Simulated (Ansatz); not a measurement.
N vacancy in GaN

Level of theory: PBEsol, collinear spin, scalar-relativistic; Ansatz, plane waves to 420 eV (PAW set soft_2), k-mesh 2×2×2 shifted by half a step.

The relaxed host crystal (Kohn–Sham gap 1.88 eV over the whole zone):

```
Ga N
1.0
     3.18280    0.00000    0.00000
    -1.59140    2.75639    0.00000
     0.00000    0.00000    5.18520
Ga N
2 2
Cartesian
  1.5914 0.9188 2.5883
  0.0000 1.8376 5.1809
  1.5914 0.9188 4.5413
  0.0000 1.8376 1.9487
```

Supercell of 36 atoms, rows of the matrix [[2,1,-1],[-1,-2,-1],[-1,1,-1]] times the cell vectors; N vacancy at (0.667, 0.333, 0.876) in fractions of the cell above. Atoms are relaxed at the host's cell, from a start shaken by 0.03 Å near the defect; charged cells sit in a uniform background.

The defect was relaxed in the charges +3, +1, 0. Distances from the empty N site (Å), by shell of the perfect crystal:

| shell | perfect crystal | state A | state B | state C |
| --- | --- | --- | --- | --- |
| 4 Ga | 1.95 | 1.88 | 1.96 (1.96 to 1.98) | 2.33 (2.31 to 2.38) |
| 12 N | 3.18 | 3.17 (3.16 to 3.18) | 3.17 | 3.19 |
| 1 Ga | 3.23 | 3.24 | 3.24 | 3.23 |

| state | moment of the cell (μB) | gap of the cell on the mesh (eV) | carriers |
| --- | --- | --- | --- |
| A | 1.00 | 0.15 | in a band of the host or near its edge |
| B | 0.00 | 2.52 | none in the bands |
| C | 0.00 | 1.42 | none in the bands |

On this mesh the host's own supercell has a gap of 3.24 eV.

Q: Which state has which charge?

A: A has charge 0; B has charge +1; C has charge +3.

At charge 0 a carrier lies in a band of the host or at its edge (levels aligned by the semicore states), so it isn't shown to be bound to the defect (semilocal functionals spread carriers too far and can miss a bound one), and no level is taken from that state.

No formation energy is given, since the neutral cell holds a carrier in a band.

Caveats: at charge +3: net starting moment lost; at charge +1: net starting moment lost; semilocal functionals make gaps too small, which shifts levels too; small supercell, so energies and levels can be off by tenths of an eV; one random start near the defect, so other minima are possible.

The gallium shell opens as electrons are removed: the Ga distance from the empty site grows from 1.88 Å in the neutral cell to 1.96 Å at +1 and 2.33 Å at +3, while the surrounding N shell hardly moves. The four Ga dangling bonds combine into a symmetric, Ga–Ga bonding orbital, which holds two electrons at +1, in keeping with the zero moment. Emptying it at +3 removes this bonding and leaves the cations to repel one another and relax towards their remaining N neighbours.

The third electron of the neutral vacancy has no room in that orbital, hence the donor character. The further contraction suggests that this electron enters a state with some Ga–Ga bonding weight at the vacancy, possibly a resonance favoured because the shifted mesh misses the conduction-band minimum. The large relaxation between +1 and +3 would favour a direct two-electron transition, but without the +2 state such negative-U behaviour remains untested.
